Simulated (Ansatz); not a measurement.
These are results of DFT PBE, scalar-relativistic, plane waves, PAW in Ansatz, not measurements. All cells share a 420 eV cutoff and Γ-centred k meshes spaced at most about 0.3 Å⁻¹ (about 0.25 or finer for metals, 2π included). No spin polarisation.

Temperature and zero-point effects are left out.

Question: Order these relaxed structures of Zr₄B by energy, lowest first, with the energy over the lowest of them.
1. Space group Im-3m (No. 229), cubic, a = 5.906 Å. Around Zr lie 2 B at 2.56 Å and 6 Zr at 2.95 Å; B is surrounded by 8 Zr at 2.56 Å.
2. Space group P-3m1 (No. 164), trigonal, a = 3.367 Å, c = 10.497 Å. Zr on its first site is surrounded by 3 B at 2.36 Å and 12 Zr at 3.31–3.37 Å; around Zr on its second site lie 3 Zr at 3.10 Å and 9 Zr at 3.33–3.37 Å; around B lie 6 Zr at 2.36 Å.
3. Space group Pm-3m (No. 221), cubic, a = 4.704 Å. Around Zr on a site of symmetry 4/mmm lie 2 B at 2.35 Å and 12 Zr at 3.33 Å; Zr on a site of symmetry m-3m is surrounded by 12 Zr at 3.33 Å; B has 6 Zr at 2.35 Å.
4. Space group Cmmm (No. 65), orthorhombic, a = 6.616 Å, b = 9.155 Å, c = 3.404 Å. Around Zr on a site of symmetry 2mm lie 2 B at 2.37 Å and 12 Zr at 3.26–3.40 Å; Zr on a site of symmetry m2m is surrounded by 1 B at 2.34 Å and 12 Zr at 3.26–3.40 Å; B is surrounded by 6 Zr at 2.34–2.37 Å.

Answer: 2 (0 meV/atom), 4 (18 meV/atom), 3 (107 meV/atom), 1 (448 meV/atom). Counting Zr atoms around B (those within 1.25 times the shortest such distance or 1.15 times the sum of covalent radii): cell 2 has B 6; cell 4 has B 6; cell 3 has B 6; cell 1 has B 8. All come from invented guesses. Shaken at random and relaxed again, cell 2 came back.

For metals, differences of a few meV/atom aren't resolved. Cells without such a test can be saddle points. Some types were kept out of the candidates beforehand, so the set may lack a known form.
